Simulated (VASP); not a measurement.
# Pb (Im-3m) in VASP: notebook

One crystal, Pb, is run at these levels: PBEsol; tasks: single point.

All numbers are computed with VASP 6.6.1; they aren't measurements. Logs are shortened: lines on timing, memory, paths and dates and some standing lists are left out, and cuts for length are marked.

### Step 1. The structure

The structure is cubic, space group Im-3m (No. 229). The conventional cell has a = 3.994 Å, b = 3.994 Å, c = 3.994 Å, α = 90.00°, β = 90.00°, γ = 90.00°. Pb (site symmetry m-3m) is surrounded by 8 Pb at 3.46 Å.

This isn't the form of Pb at room conditions, which is fcc.

### Step 2. Single point, PBEsol

INCAR

```
SYSTEM = Pb
PREC     = Accurate       ! precision mode
ENCUT    = 520            ! plane-wave cutoff, eV
EDIFF    = 1E-7           ! SCF threshold, eV
ISMEAR   = -1             ! smearing method
SIGMA    = 0.1            ! smearing width, eV
LREAL    = .False.        ! projectors in reciprocal space
LASPH    = .True.         ! aspherical terms in the spheres
NELM     = 100            ! most SCF steps
ALGO     = Normal         ! electronic algorithm
ISIF     = 2              ! what is computed and relaxed
LWAVE    = .False.        ! write WAVECAR
LCHARG   = .False.        ! write CHGCAR
GGA      = PS             ! functional
NBANDS   = 13             ! bands
```

KPOINTS

```
regular mesh
0
Gamma
  8 8 8
  0 0 0
```

POSCAR

```
Pb
1.0
   -1.9971431895      1.9971431895      1.9971431895
    1.9971431895     -1.9971431895      1.9971431895
    1.9971431895      1.9971431895     -1.9971431895
Pb
1
Direct
    0.0000000000      0.0000000000      0.0000000000
```

Potentials or basis: VASP PAW PBE potentials, release 64 (Pb_d).

Started as:

```
cat potpaw_PBE.64/Pb_d/POTCAR > POTCAR
mpirun -np 1 vasp_std > vasp.out
```

OUTCAR:

```text
SYSTEM = Pb
   PREC = Accurate
   ENCUT = 520
   EDIFF = 1E-7
   ISMEAR = -1
   LREAL = .False.
   LASPH = .True.
   NELM = 100
   ISIF = 2
   GGA = PS

 ion  position               nearest neighbor table
   1  0.000  0.000  0.000-

  LATTYP: Found a body centered cubic cell.
 ALAT       =     3.9942863790

  Lattice vectors:

 A1 = (  -1.9971431895,   1.9971431895,   1.9971431895)
 A2 = (   1.9971431895,  -1.9971431895,   1.9971431895)
 A3 = (   1.9971431895,   1.9971431895,  -1.9971431895)

Analysis of symmetry for initial positions (statically):
=====================================================================
 Subroutine PRICEL returns:
 Original cell was already a primitive cell.

 Routine SETGRP: Setting up the symmetry group for a
 body centered cubic supercell.

 Subroutine GETGRP returns: Found 48 space group operations
 (whereof 48 operations were pure point group operations)
 out of a pool of 48 trial point group operations.

The static configuration has the point symmetry O_h .

Analysis of symmetry for dynamics (positions and initial velocities):
=====================================================================
 Subroutine PRICEL returns:
 Original cell was already a primitive cell.

 Routine SETGRP: Setting up the symmetry group for a
 body centered cubic supercell.

 Subroutine GETGRP returns: Found 48 space group operations
 (whereof 48 operations were pure point group operations)
 out of a pool of 48 trial point group operations.

The dynamic configuration has the point symmetry O_h .

 Subroutine INISYM returns: Found 48 space group operations
 (whereof 48 operations are pure point group operations),
 and found     1 'primitive' translations

----------------------------------------------------------------------------------------

                                     Primitive cell

  volume of cell :      31.8631

  direct lattice vectors                    reciprocal lattice vectors
    -1.997143190  1.997143190  1.997143190     0.000000000  0.250357612  0.250357612
     1.997143190 -1.997143190  1.997143190     0.250357612  0.000000000  0.250357612
     1.997143190  1.997143190 -1.997143190     0.250357612  0.250357612  0.000000000

  length of vectors
     3.459153474  3.459153474  3.459153474     0.354059131  0.354059131  0.354059131

  position of ions in fractional coordinates (direct lattice)
     0.000000000  0.000000000  0.000000000

  ion indices of the primitive-cell ions
   primitive index   ion index
                 1           1

----------------------------------------------------------------------------------------

 KPOINTS: regular mesh

Automatic generation of k-mesh.
 Grid dimensions read from file:
 generate k-points for:    8    8    8

 Generating k-lattice:

  Cartesian coordinates                     Fractional coordinates (reciprocal lattice)
     0.000000000  0.031294702  0.031294702     0.125000000  0.000000000  0.000000000
     0.031294702  0.000000000  0.031294702     0.000000000  0.125000000  0.000000000
     0.031294702  0.031294702  0.000000000     0.000000000  0.000000000  0.125000000

  Length of vectors
     0.044257391  0.044257391  0.044257391

  Shift w.r.t. Gamma in fractional coordinates (k-lattice)
     0.000000000  0.000000000  0.000000000

 Subroutine IBZKPT returns following result:
 ===========================================

 Found     29 irreducible k-points:

 Following reciprocal coordinates:
            Coordinates               Weight
  0.000000  0.000000  0.000000      1.000000
  0.125000  0.000000  0.000000     12.000000
  0.250000  0.000000  0.000000     12.000000
  0.375000  0.000000  0.000000     12.000000
  0.500000  0.000000  0.000000      6.000000
  0.125000  0.125000  0.000000     24.000000
[... 16 lines left out ...]
 -0.250000  0.250000  0.250000      6.000000
 -0.375000  0.375000  0.250000     24.000000
 [... further k-points ...]
   k-points           NKPTS =     29   k-points in BZ     NKDIM =     29   number of bands    NBANDS=     13
   number of dos      NEDOS =    301   number of ions     NIONS =      1
   total plane-waves  NPLWV =  21952
   dimension x,y,z NGX =    28 NGY =   28 NGZ =   28
   dimension x,y,z NGXF=    56 NGYF=   56 NGZF=   56
   ions per type =               1
   NGX,Y,Z   is equivalent  to a cutoff of  13.46, 13.46, 13.46 a.u.
   NGXF,Y,Z  is equivalent  to a cutoff of  26.91, 26.91, 26.91 a.u.
 SYSTEM =  Pb
   PREC   = accura    normal or accurate (medium, high low for compatibility)
   ISTART =      0    job   : 0-new  1-cont  2-samecut
   ICHARG =      2    charge: 1-file 2-atom 10-const
   ISPIN  =      1    spin polarized calculation?
   LNONCOLLINEAR =      F non collinear calculations
   LSORBIT =      F    spin-orbit coupling
   LASPH  =      T    aspherical Exc in radial PAW
   ENCUT  =  520.0 eV  38.22 Ry    6.18 a.u.   6.43  6.43  6.43*2*pi/ulx,y,z
   NELM   =    100;   NELMIN=  2; NELMDL= -5     # of ELM steps
   EDIFF  = 0.1E-06   stopping-criterion for ELM
   LREAL  =      F    real-space projection
   EDIFFG = 0.1E-05   stopping-criterion for IOM
   NSW    =      0    number of steps for IOM
   IBRION =     -1    ionic relax: 0-MD 1-quasi-New 2-CG
   NFREE  =      0    steps in history (QN), initial steepest desc. (CG)
   ISIF   =      2    stress and relaxation
   ISYM   =      2    0-nonsym 1-usesym 2-fastsym
   POTIM  = 0.5000    time-step for ionic-motion
   TEBEG  =    0.0;   TEEND  =   0.0 temperature during run
   PSTRESS=    0.0 pullay stress
   NELECT =      14.0000    total number of electrons
   NUPDOWN=      -1.0000    fix difference up-down
   EMIN   =  10.00;   EMAX   =-10.00  energy-range for DOS
   EFERMI =   0.00;   METHOD = LEGACY
   ISMEAR =    -1;   SIGMA  =   0.10  broadening in eV -4-tet -1-fermi 0-gaus
   EFERMI_NEDOS =   21; number of points for ismear=-14 and -15
   IALGO  =     38    algorithm
   IMIX   =      4    mixing-type and parameters
     AMIX     =   0.40;   BMIX     =  1.00
     AMIX_MAG =   1.60;   BMIX_MAG =  1.00
  volume/ion in A,a.u.               =      31.86       215.02
  Fermi-wavevector in a.u.,A,eV,Ry     =   1.244577  2.351909 21.075030  1.548971
  Thomas-Fermi vector in A             =   2.378837
   LORBIT       =      0    0 simple, 1 ext, 2 COOP (PROOUT), +10 PAW based schemes
   GGA     = PS    functional components
   LHFCALC =     F    Hartree Fock is set to
   AEXX    =    0.0000 exact exchange contribution
   IVDW    =     0    specifies the selected vdW correction
   LEPSILON=     F    determine dielectric tensor
   LRPA    =     F    only Hartree local field effects (RPA)
 non-spin polarized calculation
  energy-cutoff  :      520.00
  volume of cell :       31.86
 maximum number of plane-waves:       887
 NGX is ok and might be reduce to    28
   NGX = 13   NGY = 13   NGZ = 13

 number of electron      13.9999997 magnetization

 Free energy of the ion-electron system (eV)
  ---------------------------------------------------
  ext. energy  EPLUGINS =         0.00000000
  ---------------------------------------------------
  free energy    TOTEN  =        -3.97185227 eV

  energy without entropy =       -3.96138630  energy(sigma->0) =       -3.96661928

 E-fermi :   6.5255     XC(G=0): -10.1078

 val. band max:        6.2304591519   @ k =   0.5000   0.5000   0.5000
 cond. band min:       6.6016805775   @ k =   0.5000   0.5000   0.3750
 fundamental gap:      0.3712214256
 Fermi energy:         6.5255271915

 k-point     1 :       0.0000    0.0000    0.0000
  band No.  band energies     occupation
      1     -10.4444      2.00000
      2     -10.4444      2.00000
      3     -10.4444      2.00000
      4     -10.2333      2.00000
      5     -10.2333      2.00000
      6      -4.8835      2.00000
      7      13.7695      0.00000
      8      13.7695      0.00000
      9      13.7695      0.00000
     10      17.5886      0.00000
     11      17.5886      0.00000
     12      17.5886      0.00000
     13      17.6664      0.00000

 k-point     2 :       0.1250    0.0000    0.0000
  band No.  band energies     occupation
      1     -10.4552      2.00000
      2     -10.4314      2.00000
      3     -10.3965      2.00000
      4     -10.2448      2.00000
      5     -10.2343      2.00000
      6      -4.5817      2.00000
      7      11.2225      0.00000
      8      12.8819      0.00000
      9      13.3985      0.00000
     10      16.0925      0.00000
     11      16.8663      0.00000
     12      17.4100      0.00000
     13      19.0996      0.00000

 k-point     3 :       0.2500    0.0000    0.0000
  band No.  band energies     occupation
      1     -10.4811      2.00000
      2     -10.4151      2.00000
      3     -10.2783      2.00000
      4     -10.2617      2.00000
      5     -10.2368      2.00000
      6      -3.6863      2.00000
      7       7.5372      0.00008
      8      11.3835      0.00000
      9      12.5459      0.00000
     10      14.7848      0.00000
     11      16.0004      0.00000
     12      17.9640      0.00000
     13      19.8794      0.00000
[... 305 lines left out ...]
 k-point    23 :      -0.2500    0.2500    0.2500
  band No.  band energies     occupation
      1     -10.3581      2.00000
      2     -10.3199      2.00000
      3     -10.3199      2.00000
      4     -10.2906      2.00000
      5     -10.2865      2.00000
      6      -2.5373      2.00000
      7       7.5123      0.00010
      8       9.0459      0.00000
      9       9.0459      0.00000
     10      12.8509      0.00000
     11      19.5403      0.00000
     12      19.5403      0.00000
     13      19.8950      0.00000

 k-point    24 :      -0.3750    0.3750    0.2500
  band No.  band energies     occupation
      1     -10.4022      2.00000
      2     -10.3420      2.00000
      3     -10.3251      2.00000
      4     -10.2592      2.00000
      5     -10.1751      2.00000
      6      -1.2607      2.00000
      7       5.3924      1.99998
      8       8.0053      0.00000
      9       8.6574      0.00000
     10      12.8768      0.00000
     11      17.0078      0.00000
     12      19.2643      0.00000
     13      19.3436      0.00000

 [... further k-points ...]

------------------------ aborting loop because EDIFF is reached ----------------------------------------

  FORCE on cell =-STRESS in cart. coord.  units (eV):
  Direction    XX          YY          ZZ          XY          YZ          ZX
  --------------------------------------------------------------------------------------
  -------------------------------------------------------------------------------------
  Total       -0.4983176     -0.4983176     -0.4983176     -0.0000000     -0.0000000      0.0000000
  in kB      -25.0570080    -25.0570080    -25.0570080     -0.0000000     -0.0000000      0.0000000
  external PRESSURE =     -25.0570080 kB  Pullay stress =       0.0000000 kB

 VOLUME and BASIS-vectors are now :
 -----------------------------------------------------------------------------
  energy-cutoff  :      520.00
  volume of cell :       31.86
      direct lattice vectors                 reciprocal lattice vectors
    -1.997143190  1.997143190  1.997143190     0.000000000  0.250357612  0.250357612
     1.997143190 -1.997143190  1.997143190     0.250357612  0.000000000  0.250357612
     1.997143190  1.997143190 -1.997143190     0.250357612  0.250357612  0.000000000

 POSITION                                       TOTAL-FORCE (eV/Angst)
 -----------------------------------------------------------------------------------
      0.00000      0.00000      0.00000         0.000000     -0.000000      0.000000
 -----------------------------------------------------------------------------------
    total drift:                               -0.000000     -0.000000     -0.000000

  FREE ENERGIE OF THE ION-ELECTRON SYSTEM (eV)
  ---------------------------------------------------
  free  energy   TOTEN  =        -3.9718522705 eV

  energy  without entropy=       -3.9613862995  energy(sigma->0) =       -3.96661928
```

It took 6 s on 1 thread of Intel Xeon Platinum 8559C (Emerald Rapids), shared host; peak memory 0.15 GiB.

What came out:

```
Free energy            : -3.9719 eV
Pressure               : -2.5 GPa
Band gap on the k mesh : none (metal or under the smearing width)
```

Caveat: the PAW data sets were made with another functional, which shifts forces and pressure a little. The run has no spin-orbit coupling, so splittings on Pb are missing.

### Step 3. Single point, PBEsol

This run uses another cell than the first one, of 33.52 Å³/atom, 1.052 times its volume.

INCAR

```
PREC = Accurate
ENCUT = 520
EDIFF = 1E-6
ISMEAR = -1
SIGMA = 0.1
LREAL = F
LASPH = T
NELM = 100
ALGO = Fast
ISIF = 2
LWAVE = F
LCHARG = F
GGA = PS
NBANDS = 13
```

KPOINTS

```
Automatic mesh
0
Gamma
  8 8 8
```

POSCAR

```
Pb
1.0
   -2.0311436290      2.0311436290      2.0311436290
    2.0311436290     -2.0311436290      2.0311436290
    2.0311436290      2.0311436290     -2.0311436290
Pb
1
Direct
    0.0000000000      0.0000000000      0.0000000000
```

Potentials or basis: VASP PAW PBE potentials, release 64 (Pb_d).

Started as:

```
cat potpaw_PBE.64/Pb_d/POTCAR > POTCAR
mpirun -np 1 vasp_std > vasp.out
```

OUTCAR:

```text
PREC = Accurate
   ENCUT = 520
   EDIFF = 1E-6
   ISMEAR = -1
   LREAL = F
   LASPH = T
   NELM = 100
   ISIF = 2
   GGA = PS

 ion  position               nearest neighbor table
   1  0.000  0.000  0.000-

  LATTYP: Found a body centered cubic cell.
 ALAT       =     4.0622872580

  Lattice vectors:

 A1 = (  -2.0311436290,   2.0311436290,   2.0311436290)
 A2 = (   2.0311436290,  -2.0311436290,   2.0311436290)
 A3 = (   2.0311436290,   2.0311436290,  -2.0311436290)

Analysis of symmetry for initial positions (statically):
=====================================================================
 Subroutine PRICEL returns:
 Original cell was already a primitive cell.

 Routine SETGRP: Setting up the symmetry group for a
 body centered cubic supercell.

 Subroutine GETGRP returns: Found 48 space group operations
 (whereof 48 operations were pure point group operations)
 out of a pool of 48 trial point group operations.

The static configuration has the point symmetry O_h .

Analysis of symmetry for dynamics (positions and initial velocities):
[... 171 lines left out ...]
      4     -10.7619      2.00000
      5     -10.7619      2.00000
      6      -5.0977      2.00000
      7      12.8233      0.00000
      8      12.8233      0.00000
      9      12.8233      0.00000
     10      16.4137      0.00000
     11      16.9733      0.00000
     12      16.9733      0.00000
     13      16.9733      0.00000
[... 354 lines left out ...]
  band No.  band energies     occupation
      1     -10.9043      2.00000
      2     -10.8534      2.00000
      3     -10.8403      2.00000
      4     -10.7833      2.00000
      5     -10.7119      2.00000
      6      -1.7243      2.00000
      7       4.8883      1.99997
      8       7.4292      0.00000
      9       8.0117      0.00000
     10      12.2489      0.00000
     11      16.2215      0.00000
     12      18.3659      0.00000
     13      18.4830      0.00000

 [... further k-points ...]

------------------------ aborting loop because EDIFF is reached ----------------------------------------

  FORCE on cell =-STRESS in cart. coord.  units (eV):
  Direction    XX          YY          ZZ          XY          YZ          ZX
  --------------------------------------------------------------------------------------
  -------------------------------------------------------------------------------------
  Total       -0.8472626     -0.8472626     -0.8472626     -0.0000000     -0.0000000     -0.0000000
  in kB      -40.4992257    -40.4992257    -40.4992257     -0.0000000     -0.0000000     -0.0000000
  external PRESSURE =     -40.4992257 kB  Pullay stress =       0.0000000 kB

 VOLUME and BASIS-vectors are now :
 -----------------------------------------------------------------------------
  energy-cutoff  :      520.00
  volume of cell :       33.52
      direct lattice vectors                 reciprocal lattice vectors
    -2.031143629  2.031143629  2.031143629     0.000000000  0.246166737  0.246166737
     2.031143629 -2.031143629  2.031143629     0.246166737  0.000000000  0.246166737
     2.031143629  2.031143629 -2.031143629     0.246166737  0.246166737  0.000000000

 POSITION                                       TOTAL-FORCE (eV/Angst)
 -----------------------------------------------------------------------------------
      0.00000      0.00000      0.00000        -0.000000     -0.000000     -0.000000
 -----------------------------------------------------------------------------------
    total drift:                               -0.000000     -0.000000     -0.000000

  FREE ENERGIE OF THE ION-ELECTRON SYSTEM (eV)
  ---------------------------------------------------
  free  energy   TOTEN  =        -3.9381591263 eV

  energy  without entropy=       -3.9271611047  energy(sigma->0) =       -3.93266012
```

stdout:

```text
POSCAR found type information on POSCAR Pb
 POSCAR found :  1 types and       1 ions
 scaLAPACK will be used
 -----------------------------------------------------------------------------
|                                                                             |
|                                                                             |
|     You enforced a specific xc type in the INCAR file but a different       |
|     I HOPE YOU KNOW WHAT YOU ARE DOING!                                     |
|                                                                             |
 -----------------------------------------------------------------------------

 LDA part: xc-table for (Slater+PW92), standard interpolation
 POSCAR, INCAR and KPOINTS ok, starting setup
 FFT: planning ... GRIDC
 FFT: planning ... GRID_SOFT
 FFT: planning ... GRID
 WAVECAR not read
 entering main loop
```

It took 7.8 s on 1 thread of Intel Xeon Platinum 8559C (Emerald Rapids), shared host; peak memory 0.15 GiB.

Results:

| Quantity | Value |
| --- | --- |
| Free energy | -3.9382 eV |
| Pressure | -4.0 GPa |
| Band gap on the k mesh | none (metal or under the smearing width) |

Caveat: the PAW data sets were made with another functional, which shifts forces and pressure a little. Spin-orbit coupling is left out, which matters for the levels of Pb.
